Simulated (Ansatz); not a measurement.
ZnS: random displacements

Method: DFT r2SCAN, scalar-relativistic, plane waves, PAW (Ansatz 0.2.0). The runs took a 500 eV cutoff, a Γ-centred 6×6×2 mesh and Gaussian smearing (0.05 eV). No spin polarisation. Energies are free energies at this smearing, counted from the undisturbed cell; pressure is positive in compression.

Zero of the scan (relaxed at this level):

```yaml
crystal:
  lattice:
    - [3.80874, 0.00000, 0.00000]
    - [-1.90437, 3.29846, 0.00000]
    - [0.00000, 0.00000, 12.46647]
  atoms:
    - { symbol: Zn, position: [0.00000, 0.00000, 0.00011] }
    - { symbol: Zn, position: [0.00000, 0.00000, 0.50011] }
    - { symbol: Zn, position: [0.33333, 0.66667, 0.25007] }
    - { symbol: Zn, position: [0.66667, 0.33333, 0.75007] }
    - { symbol: S, position: [0.00000, 0.00000, 0.18724] }
    - { symbol: S, position: [0.00000, 0.00000, 0.68724] }
    - { symbol: S, position: [0.33333, 0.66667, 0.43758] }
    - { symbol: S, position: [0.66667, 0.33333, 0.93758] }
```

The atoms are displaced (Å, in the unstrained cell):

| atom | ux | uy | uz |
| --- | --- | --- | --- |
| Zn1 | 0.119 | 0.243 | 0.064 |
| Zn2 | -0.155 | -0.287 | -0.176 |
| Zn3 | 0.100 | 0.004 | 0.155 |
| Zn4 | -0.020 | -0.031 | -0.002 |
| S5 | -0.104 | -0.034 | 0.025 |
| S6 | -0.001 | 0.177 | 0.189 |
| S7 | -0.195 | 0.014 | -0.214 |
| S8 | 0.256 | -0.086 | -0.040 |

Strain (Voigt, engineering shear): (0.0180, 0.0010, 0.0073, -0.0076, -0.0071, -0.0084).

Task: What are the energy change, the stress and the forces?

Result: ΔE = 223.7 meV/atom; stress (xx, yy, zz, yz, xz, xy; compression positive) (2.94, -2.24, 5.56, -0.08, -0.55, -0.69) GPa; gap on the mesh 1.77 eV.
```tsv
atom	Fx (eV/Å)	Fy	Fz
Zn1	1.24	-1.00	0.06
Zn2	-0.24	1.08	1.21
Zn3	-0.44	-0.32	-4.28
Zn4	0.42	0.98	0.56
S5	1.06	0.41	-0.04
S6	-0.36	-1.36	-2.14
S7	-0.01	-0.79	4.29
S8	-1.68	1.01	0.34
```

Cost: 1 run of about 0.56 core-minutes, on Intel Xeon 6975P-C (Granite Rapids) (shared hosts).